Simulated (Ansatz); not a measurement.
# H started on an O site in rocksalt MgO, 64 atoms, charge −1

How does the host give way around this defect, what does it cost to form, and which levels does it put into the gap? The levels of theory are PBEsol and HSE06.

Method: density functional theory in Ansatz 0.2.0, PAW datasets, plane waves.

**1. Starting point**

64 atoms (31 O, 1 H, 32 Mg); a = 8.429 Å, b = 8.429 Å, c = 8.429 Å, α = 90.00°, β = 90.00°, γ = 90.00°. All atoms were shaken off their sites by about 0.02 Å along each axis. Defect site 1: (0.250, 0.500, 0.500).

Plan of the steps: (2) PBEsol relaxation at the single k point (¼, ¼, ¼), on 8 threads of Intel Xeon 6975P-C; (3) HSE06 single point at the single k point (¼, ¼, ¼), on 8 threads of Intel Xeon 6975P-C.

**2. PBEsol relaxation in the fixed cell**

in.yaml reads:

```yaml
crystal:
  lattice:
    - [8.428808, 0.000000, 0.000000]
    - [0.000000, 8.428808, 0.000000]
    - [0.000000, 0.000000, 8.428808]
  atoms:
    - { symbol: O, position: [0.249579, 0.002412, 0.999641] }
    - { symbol: O, position: [0.254251, 0.006245, 0.499412] }
    - { symbol: O, position: [0.248237, 0.498614, 0.000998] }
    - { symbol: O, position: [0.749173, 0.000533, 0.995327] }
    - { symbol: O, position: [0.748833, 0.994501, 0.502405] }
    - { symbol: O, position: [0.750710, 0.503550, 0.996907] }
    - { symbol: O, position: [0.749573, 0.499300, 0.500301] }
    - { symbol: O, position: [0.001974, 0.248684, 0.003217] }
    - { symbol: O, position: [0.002031, 0.251615, 0.498075] }
    - { symbol: O, position: [0.001240, 0.748672, 0.000424] }
    - { symbol: O, position: [0.003880, 0.751657, 0.499002] }
    - { symbol: O, position: [0.495110, 0.249502, 0.998345] }
    - { symbol: O, position: [0.499329, 0.244112, 0.499921] }
    - { symbol: O, position: [0.495723, 0.750339, 0.005371] }
    - { symbol: O, position: [0.499647, 0.750317, 0.502633] }
    - { symbol: O, position: [0.995557, 0.001463, 0.251798] }
    - { symbol: O, position: [0.001401, 0.998810, 0.748498] }
    - { symbol: O, position: [0.000861, 0.500850, 0.251042] }
    - { symbol: O, position: [0.997651, 0.496929, 0.748539] }
    - { symbol: O, position: [0.501122, 0.003340, 0.251597] }
    - { symbol: O, position: [0.501905, 0.998990, 0.753522] }
    - { symbol: O, position: [0.502466, 0.504245, 0.248949] }
    - { symbol: O, position: [0.498108, 0.502417, 0.750169] }
    - { symbol: O, position: [0.250477, 0.254901, 0.247618] }
    - { symbol: O, position: [0.250053, 0.252842, 0.751458] }
    - { symbol: O, position: [0.255107, 0.754183, 0.251227] }
    - { symbol: O, position: [0.250579, 0.751685, 0.752140] }
    - { symbol: O, position: [0.752008, 0.249215, 0.252005] }
    - { symbol: O, position: [0.748106, 0.252397, 0.750657] }
    - { symbol: O, position: [0.748037, 0.754366, 0.252755] }
    - { symbol: O, position: [0.749210, 0.751093, 0.748921] }
    - { symbol: H, position: [0.254616, 0.500030, 0.498110] }
    - { symbol: Mg, position: [0.999313, 0.999238, 0.999959] }
    - { symbol: Mg, position: [0.999774, 0.001993, 0.500390] }
    - { symbol: Mg, position: [0.995233, 0.498807, 0.998659] }
    - { symbol: Mg, position: [0.995975, 0.498260, 0.496071] }
    - { symbol: Mg, position: [0.501599, 0.001884, 0.997621] }
    - { symbol: Mg, position: [0.497158, 0.000392, 0.500645] }
    - { symbol: Mg, position: [0.503071, 0.497084, 0.000288] }
    - { symbol: Mg, position: [0.504126, 0.501725, 0.499005] }
    - { symbol: Mg, position: [0.251170, 0.252746, 0.002027] }
    - { symbol: Mg, position: [0.248243, 0.253504, 0.496169] }
    - { symbol: Mg, position: [0.247722, 0.750859, 0.996300] }
    - { symbol: Mg, position: [0.255511, 0.747232, 0.502197] }
    - { symbol: Mg, position: [0.752387, 0.249753, 0.998498] }
    - { symbol: Mg, position: [0.754417, 0.247666, 0.500589] }
    - { symbol: Mg, position: [0.745957, 0.751752, 0.000465] }
    - { symbol: Mg, position: [0.753923, 0.749986, 0.499505] }
    - { symbol: Mg, position: [0.248487, 0.998571, 0.247972] }
    - { symbol: Mg, position: [0.254921, 0.004975, 0.750032] }
    - { symbol: Mg, position: [0.252827, 0.496968, 0.249690] }
    - { symbol: Mg, position: [0.249440, 0.498636, 0.751738] }
    - { symbol: Mg, position: [0.749093, 0.999872, 0.249498] }
    - { symbol: Mg, position: [0.752304, 0.002508, 0.748479] }
    - { symbol: Mg, position: [0.748682, 0.502113, 0.254062] }
    - { symbol: Mg, position: [0.747455, 0.498544, 0.745973] }
    - { symbol: Mg, position: [0.002220, 0.250529, 0.251866] }
    - { symbol: Mg, position: [0.999709, 0.248168, 0.748539] }
    - { symbol: Mg, position: [0.000390, 0.750656, 0.251034] }
    - { symbol: Mg, position: [0.000141, 0.752996, 0.749065] }
    - { symbol: Mg, position: [0.499928, 0.253103, 0.251923] }
    - { symbol: Mg, position: [0.501177, 0.249913, 0.748538] }
    - { symbol: Mg, position: [0.499677, 0.746820, 0.249730] }
    - { symbol: Mg, position: [0.495228, 0.754044, 0.752984] }
  symmetry: { detect: false }
kpoints:
  mp_grid: { grid: [1, 1, 1], shift: [0.25, 0.25, 0.25] }
hamiltonian:
  xc: pbesol
total_charge: -1
scf:
  occupations: { method: fermi_dirac, width: 0.01 }
relax:
  f_tol: 0.03
  max_steps: 80
  escape_saddle: false
  adjacent_minimum: "off"
output:
  forces: true
  eigenvalues: true
  populations: true
  charged_corrections: { epsilon: 9.8 }
```

Started as:

```console
> ansatz run in.yaml --threads 8 --pin off --max-ram 17100MiB --runs-dir r --events-out ev --progress --plain
```

The runs that follow: HSE06 on the final geometry.

Q: Predict the outcome of this session. Wanted: for each run, formation energy; host gap; top filled to lowest empty.

As calculated:

```
             level                  time  formation energy (eV)  host gap (eV)  top filled to lowest empty (eV)
PBEsol, relaxation  39 s (8 CPU threads)                  13.04           4.61                             1.83
             HSE06  87 s (8 CPU threads)                  14.60           6.48                             2.79
```

```
     quantity                              value
   relaxation  15 recorded steps, 1.13 eV gained
largest shift                       1.36 Å (H32)
```

**In words.** The relaxation lowers the energy by 1.13 eV; the largest shift is 1.36 Å (H32). The formation energy at E_F = VBM goes from 13.04 eV (PBEsol) to 14.60 eV (HSE06), as the host gap goes from 4.61 to 6.48 eV. The reservoirs are the elements' reference phases; where the defect changes the composition, the value depends on that choice. HSE06 puts 2 localised levels over 0.1 eV inside the gap, at 1.07 (filled), 5.00 (filled) eV, the tightest of them shared by about 6 atoms. The one k point lies off Γ, so the host's band edges aren't sampled; a defect level near or above the conduction edge can stay filled here though it would empty into the band on a fuller mesh. The host's edges were read at Γ, so band-like levels at this k point need not coincide with them. One k point and a cell of this size can leave errors of several tenths of an eV. The dielectric constant of 9.8 in the correction is an assumed value.
